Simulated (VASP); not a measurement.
Write the native input for VASP 6.6.1 that does the following.

* Task: relaxation of shape and atoms at fixed volume
* Functional: LDA
* Potentials or basis: VASP PAW LDA potentials, release 64 (Mo_sv, Se)
* Cutoff: 600 eV
* k mesh: 9 × 9 × 2
* Occupations: gaussian, width 0.03 eV
* Spin: no spin polarisation
* Further INCAR settings: ALGO = Normal; EDIFF = 1e-07; IBRION = 2; EDIFFG = -0.01; NSW = 40; ISIF = 4

The structure of MoSe2 lies in POSCAR:

```
MoSe2                                   
1.0
    3.3155841810      0.0000000000      0.0000000000
   -1.6577920905      2.8713801291      0.0000000000
    0.0000000000      0.0000000000     12.9886177731
  Mo              Se            
     2     4
Direct
     0.3333333332999970    0.6666666667000030    0.2500000000000000
     0.6666666667000030    0.3333333332999970    0.7500000000000000
     0.3333333332999970    0.6666666667000030    0.6196545790875803
     0.6666666667000030    0.3333333332999970    0.1196545790875803
     0.3333333332999970    0.6666666667000030    0.8803454209124197
     0.6666666667000030    0.3333333332999970    0.3803454209124197
```

The cell isn't the ideal one: a relaxed cell with its volume scaled by 1.06.

One way to write it, as run:

INCAR

```
SYSTEM = MoSe2
PREC = Accurate ; ENCUT = 600
EDIFF = 1E-7 ; ISMEAR = 0
SIGMA = 0.03 ; LREAL = .False.
LASPH = .True. ; NELM = 80
ALGO = Normal ; ISIF = 4
LWAVE = .False. ; LCHARG = .False.
IBRION = 2 ; NSW = 40
EDIFFG = -0.01 ; KPAR = 2
```

KPOINTS

```
Automatic mesh
0
Gamma
  9 9 2
  0 0 0
```

Potentials or basis: VASP PAW LDA potentials, release 64 (Mo_sv, Se).

Command:

```sh
$ cat potpaw_LDA.64/Mo_sv/POTCAR potpaw_LDA.64/Se/POTCAR > POTCAR
$ mpirun -np 2 vasp_std > vasp.out
```

Results of the run:

```yaml
Energy_gained_by_relaxing: 21.3 meV/atom
Ionic_steps: 8
Pressure_after_relaxing: -1.5 GPa
Band_gap_on_the_k_mesh: 1.06 eV, indirect (least direct gap 1.50 eV)
```

Caveat: an odd mesh through Γ misses points on the zone boundary, where band edges often lie.

It took 2.3 min on 2 MPI ranks on AMD EPYC 9R45 96-Core Processor (Zen 5), with other jobs on the host, peak memory 0.26 GiB a rank.
